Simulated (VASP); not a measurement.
# BP in VASP: relaxation of cell and atoms with revPBE+D3(BJ)

Aim: the relaxation of cell and atoms of BP with revPBE+D3(BJ).

All numbers are computed with VASP 6.6.1; they aren't measurements. Logs are shortened: lines on timing, memory, paths and dates and some standing lists are left out, and cuts for length are marked.

## Step 1: The sheet as given

The cell holds a sheet with vacuum, 2 atoms: a = 3.200 Å, b = 3.200 Å, c = 16.000 Å, α = 90.00°, β = 90.00°, γ = 120.00°.

The cell was built by a generator and needn't be a form met in nature.

## Step 2: Relaxation of cell and atoms, revPBE+D3(BJ)

The input, INCAR:

```
SYSTEM = BP
PREC = Accurate
ENCUT = 600
EDIFF = 1E-6
ISMEAR = 0
SIGMA = 0.03
LREAL = .False.
LASPH = .True.
NELM = 120
ALGO = Normal
ISIF = 3
LWAVE = .False.
LCHARG = .False.
GGA = RE
IVDW = 12
IBRION = 2
NSW = 40
EDIFFG = -0.005
LATTICE_CONSTRAINTS = .TRUE. .TRUE. .FALSE.
KPAR = 2
```

The input, KPOINTS:

```
regular mesh
0
Gamma
  12 12 1
  0 0 0
```

The input, POSCAR:

```
BP
1.0
    3.2000000000      0.0000000000      0.0000000000
   -1.6000000000      2.7712812900      0.0000000000
    0.0000000000      0.0000000000     16.0000000000
B P
1 1
Direct
    0.3333330000      0.6666670000      0.5000000000
    0.6666670000      0.3333330000      0.5000000000
```

Potentials or basis: VASP PAW PBE potentials, release 64 (B, P).

Run with:

```console
> cat potpaw_PBE.64/B/POTCAR potpaw_PBE.64/P/POTCAR > POTCAR
> mpirun -np 2 vasp_std > vasp.out
```

OUTCAR:

```text
SYSTEM = BP
   PREC = Accurate
   ENCUT = 600
   EDIFF = 1E-6
   ISMEAR = 0
   LREAL = .False.
   LASPH = .True.
   NELM = 120
   ISIF = 3
   GGA = RE
   IVDW = 12
   IBRION = 2
   NSW = 40
   EDIFFG = -0.005
 IVDW          = 12

 ion  position               nearest neighbor table
   1  0.333  0.667  0.500-   2 1.85   2 1.85   2 1.85
   2  0.667  0.333  0.500-   1 1.85   1 1.85   1 1.85

  LATTYP: Found a hexagonal cell.
 ALAT       =     3.2000000000
 C/A-ratio  =     5.0000000000

  Lattice vectors:

 A1 = (   3.2000000000,   0.0000000000,   0.0000000000)
 A2 = (  -1.6000000000,   2.7712812900,   0.0000000000)
 A3 = (   0.0000000000,   0.0000000000,  16.0000000000)

Analysis of symmetry for initial positions (statically):
=====================================================================
 Subroutine PRICEL returns:
 Original cell was already a primitive cell.

 Routine SETGRP: Setting up the symmetry group for a
 hexagonal supercell.

 Subroutine GETGRP returns: Found 12 space group operations
 (whereof 12 operations were pure point group operations)
 out of a pool of 24 trial point group operations.

The static configuration has the point symmetry D_3h.

Analysis of symmetry for dynamics (positions and initial velocities):
=====================================================================
 Subroutine PRICEL returns:
 Original cell was already a primitive cell.

 Routine SETGRP: Setting up the symmetry group for a
 hexagonal supercell.

 Subroutine GETGRP returns: Found 12 space group operations
 (whereof 12 operations were pure point group operations)
 out of a pool of 24 trial point group operations.

The dynamic configuration has the point symmetry D_3h.

 Subroutine INISYM returns: Found 12 space group operations
 (whereof 12 operations are pure point group operations),
 and found     1 'primitive' translations

----------------------------------------------------------------------------------------

                                     Primitive cell

  volume of cell :     141.8896

  direct lattice vectors                    reciprocal lattice vectors
     3.200000000  0.000000000  0.000000000     0.312500000  0.180421959  0.000000000
    -1.600000000  2.771281290  0.000000000     0.000000000  0.360843919  0.000000000
     0.000000000  0.000000000 16.000000000     0.000000000  0.000000000  0.062500000

  length of vectors
     3.200000000  3.199999998 16.000000000     0.360843918  0.360843919  0.062500000

  position of ions in fractional coordinates (direct lattice)
     0.333333000  0.666667000  0.500000000
     0.666667000  0.333333000  0.500000000

  ion indices of the primitive-cell ions
   primitive index   ion index
                 1           1
                 2           2

----------------------------------------------------------------------------------------

 KPOINTS: regular mesh

Automatic generation of k-mesh.
 Grid dimensions read from file:
 generate k-points for:   12   12    1

 Generating k-lattice:

  Cartesian coordinates                     Fractional coordinates (reciprocal lattice)
     0.026041667  0.015035163  0.000000000     0.083333333  0.000000000  0.000000000
     0.000000000  0.030070327  0.000000000     0.000000000  0.083333333  0.000000000
     0.000000000  0.000000000  0.062500000     0.000000000  0.000000000  1.000000000

  Length of vectors
     0.030070327  0.030070327  0.062500000

  Shift w.r.t. Gamma in fractional coordinates (k-lattice)
     0.000000000  0.000000000  0.000000000

 Subroutine IBZKPT returns following result:
 ===========================================

 Found     19 irreducible k-points:

 Following reciprocal coordinates:
            Coordinates               Weight
  0.000000  0.000000  0.000000      1.000000
  0.083333 -0.000000  0.000000      6.000000
  0.166667 -0.000000  0.000000      6.000000
  0.250000 -0.000000  0.000000      6.000000
  0.333333 -0.000000  0.000000      6.000000
  0.416667  0.000000  0.000000      6.000000
[... 11 lines left out ...]
  0.333333  0.250000  0.000000     12.000000
  0.333333  0.333333  0.000000      2.000000
   k-points           NKPTS =     19   k-points in BZ     NKDIM =     19   number of bands    NBANDS=      8
   number of dos      NEDOS =    301   number of ions     NIONS =      2
   total plane-waves  NPLWV = 100352
   dimension x,y,z NGX =    28 NGY =   28 NGZ =  128
   dimension x,y,z NGXF=    56 NGYF=   56 NGZF=  256
   ions per type =               1   1
   NGX,Y,Z   is equivalent  to a cutoff of  14.55, 14.55, 13.30 a.u.
   NGXF,Y,Z  is equivalent  to a cutoff of  29.09, 29.09, 26.60 a.u.
 SYSTEM =  BP
   PREC   = accura    normal or accurate (medium, high low for compatibility)
   ISTART =      0    job   : 0-new  1-cont  2-samecut
   ICHARG =      2    charge: 1-file 2-atom 10-const
   ISPIN  =      1    spin polarized calculation?
   LNONCOLLINEAR =      F non collinear calculations
   LSORBIT =      F    spin-orbit coupling
   LASPH  =      T    aspherical Exc in radial PAW
   ENCUT  =  600.0 eV  44.10 Ry    6.64 a.u.   6.39  6.39 31.96*2*pi/ulx,y,z
   NELM   =    120;   NELMIN=  2; NELMDL= -5     # of ELM steps
   EDIFF  = 0.1E-05   stopping-criterion for ELM
   LREAL  =      F    real-space projection
   EDIFFG = -.5E-02   stopping-criterion for IOM
   NSW    =     40    number of steps for IOM
   IBRION =      2    ionic relax: 0-MD 1-quasi-New 2-CG
   NFREE  =      1    steps in history (QN), initial steepest desc. (CG)
   ISIF   =      3    stress and relaxation
   ISYM   =      2    0-nonsym 1-usesym 2-fastsym
   POTIM  = 0.5000    time-step for ionic-motion
   TEBEG  =    0.0;   TEEND  =   0.0 temperature during run
   PSTRESS=    0.0 pullay stress
   NELECT =       8.0000    total number of electrons
   NUPDOWN=      -1.0000    fix difference up-down
   EMIN   =  10.00;   EMAX   =-10.00  energy-range for DOS
   EFERMI =   0.00;   METHOD = LEGACY
   ISMEAR =     0;   SIGMA  =   0.03  broadening in eV -4-tet -1-fermi 0-gaus
   EFERMI_NEDOS =   21; number of points for ismear=-14 and -15
   IALGO  =     38    algorithm
   IMIX   =      4    mixing-type and parameters
     AMIX     =   0.40;   BMIX     =  1.00
     AMIX_MAG =   1.60;   BMIX_MAG =  1.00
  volume/ion in A,a.u.               =      70.94       478.76
  Fermi-wavevector in a.u.,A,eV,Ry     =   0.627752  1.186279  5.361680  0.394072
  Thomas-Fermi vector in A             =   1.689460
   LORBIT       =      0    0 simple, 1 ext, 2 COOP (PROOUT), +10 PAW based schemes
   GGA     = RE    functional components
   LHFCALC =     F    Hartree Fock is set to
   AEXX    =    0.0000 exact exchange contribution
   IVDW    =    12    specifies the selected vdW correction
   LEPSILON=     F    determine dielectric tensor
   LRPA    =     F    only Hartree local field effects (RPA)
 conjugate gradient relaxation of ions
 non-spin polarized calculation
 Gauss-broadening in eV      SIGMA  =   0.03
  energy-cutoff  :      600.00
  volume of cell :      141.89
 maximum number of plane-waves:      4775
 NGX is ok and might be reduce to    28
   NGX = 13   NGY = 13   NGZ = 63

--------------------------------------- Ionic step        1  -------------------------------------------

 number of electron       8.0000000 magnetization

 Free energy of the ion-electron system (eV)
  ---------------------------------------------------
  ext. energy  EPLUGINS =         0.00000000
  ---------------------------------------------------
  free energy    TOTEN  =       -11.73836261 eV

  energy without entropy =      -11.73836261  energy(sigma->0) =      -11.73836261

------------------------ aborting loop because EDIFF is reached ----------------------------------------

 Edisp (eV)   -0.55913

 E8    (eV) :    -0.3779

  FORCE on cell =-STRESS in cart. coord.  units (eV):
  Direction    XX          YY          ZZ          XY          YZ          ZX
  --------------------------------------------------------------------------------------
  -------------------------------------------------------------------------------------
  Total       0.23004     0.23004    -0.00980     0.00000    -0.00000    -0.00000
  in kB       2.59750     2.59750    -0.11070     0.00000    -0.00000    -0.00000
  external pressure =        1.69 kB  Pullay stress =        0.00 kB

 VOLUME and BASIS-vectors are now :
 -----------------------------------------------------------------------------
  energy-cutoff  :      600.00
  volume of cell :      141.89
      direct lattice vectors                 reciprocal lattice vectors
     3.200000000  0.000000000  0.000000000     0.312500000  0.180421959  0.000000000
    -1.600000000  2.771281290  0.000000000     0.000000000  0.360843919  0.000000000
     0.000000000  0.000000000 16.000000000     0.000000000  0.000000000  0.062500000
[... 41 lines left out ...]
 POSITION                                       TOTAL-FORCE (eV/Angst)
 -----------------------------------------------------------------------------------
     -0.00000      1.85777      8.00000        -0.000000      0.000000      0.000000
      1.60888      0.92889      8.00000         0.000000     -0.000000      0.000000
 -----------------------------------------------------------------------------------
    total drift:                               -0.000145      0.000084      0.000000

  FREE ENERGIE OF THE ION-ELECTRON SYSTEM (eV)
  ---------------------------------------------------
  free  energy   TOTEN  =       -12.2968250812 eV

  energy  without entropy=      -12.2968250812  energy(sigma->0) =      -12.29682508

--------------------------------------- Ionic step        3  -------------------------------------------

 number of electron       8.0000000 magnetization

 Free energy of the ion-electron system (eV)
  ---------------------------------------------------
  ext. energy  EPLUGINS =         0.00000000
  ---------------------------------------------------
  free energy    TOTEN  =       -11.74140603 eV

  energy without entropy =      -11.74140603  energy(sigma->0) =      -11.74140603

 E-fermi :  -2.8548     XC(G=0):  -2.7131

 val. band max:       -3.0479727913   @ k =   0.3333   0.3333   0.0000
 cond. band min:      -2.1228340528   @ k =   0.3333   0.3333   0.0000
 fundamental gap:      0.9251387386
 Fermi energy:        -2.8547847376

 k-point     1 :       0.0000    0.0000    0.0000
  band No.  band energies     occupation
      1     -16.7487      2.00000
      2      -7.1831      2.00000
      3      -4.6695      2.00000
      4      -4.6694      2.00000
      5       0.7049      0.00000
      6       1.6417      0.00000
      7       1.6418      0.00000
      8       1.7594      0.00000

 k-point     2 :       0.0833   -0.0000    0.0000
  band No.  band energies     occupation
      1     -16.6425      2.00000
      2      -7.0685      2.00000
      3      -5.2097      2.00000
      4      -4.8751      2.00000
      5       0.8238      0.00000
      6       1.4595      0.00000
      7       1.8920      0.00000
      8       2.0747      0.00000
[... 211 lines left out ...]
 POSITION                                       TOTAL-FORCE (eV/Angst)
 -----------------------------------------------------------------------------------
     -0.00000      1.85155      8.00000        -0.000000      0.000000      0.000000
      1.60349      0.92577      8.00000         0.000000     -0.000000      0.000000
 -----------------------------------------------------------------------------------
    total drift:                               -0.000142      0.000082      0.000000

  FREE ENERGIE OF THE ION-ELECTRON SYSTEM (eV)
  ---------------------------------------------------
  free  energy   TOTEN  =       -12.2979818745 eV

  energy  without entropy=      -12.2979818745  energy(sigma->0) =      -12.29798187

 reached required accuracy - stopping structural energy minimisation
```

Run time: 32 s. Hardware: 2 MPI ranks of Intel Xeon 6975P-C (Granite Rapids), shared host; peak memory 0.31 GiB.

Results:

```
Free energy                            : -12.2980 eV
Relaxed volume                         : 71.25 Å³/atom
Relaxed cell                           : a = 3.207 Å, b = 3.207 Å, c = 16.000 Å, α = 90.00°, β = 90.00°, γ = 120.00°
Space group after relaxing (to 0.05 Å) : P-6m2 (No. 187)
Energy gained by relaxing              : 0.2 meV/atom
Ionic steps                            : 3
Band gap on the k mesh                 : 0.93 eV, direct
Dispersion energy per atom             : -0.278 eV
```

The path:
| step | energy change (eV) | largest force (eV/Å) | pressure (GPa) | volume (Å³) |
| --- | --- | --- | --- | --- |
| 1 | 0.0000 | 0.0000 | 0.17 | 141.89 |
| 2 | 0.0007 | 0.0000 | -0.26 | 143.47 |
| 3 | -0.0005 | 0.0000 | 0.00 | 142.51 |

Final structure:
```cif
data_structure
_symmetry_space_group_name_H-M 'P 1'
_symmetry_Int_Tables_number 1
_cell_length_a 3.2070
_cell_length_b 3.2070
_cell_length_c 16.0000
_cell_angle_alpha 90.000
_cell_angle_beta 90.000
_cell_angle_gamma 120.000
_cell_volume 142.51
loop_
_atom_site_label
_atom_site_type_symbol
_atom_site_fract_x
_atom_site_fract_y
_atom_site_fract_z
_atom_site_occupancy
B1 B 0.33333 0.66667 0.50000 1
P1 P 0.66667 0.33333 0.50000 1
```

Caveat: the PAW data sets were made with another functional, which shifts forces and pressure a little.
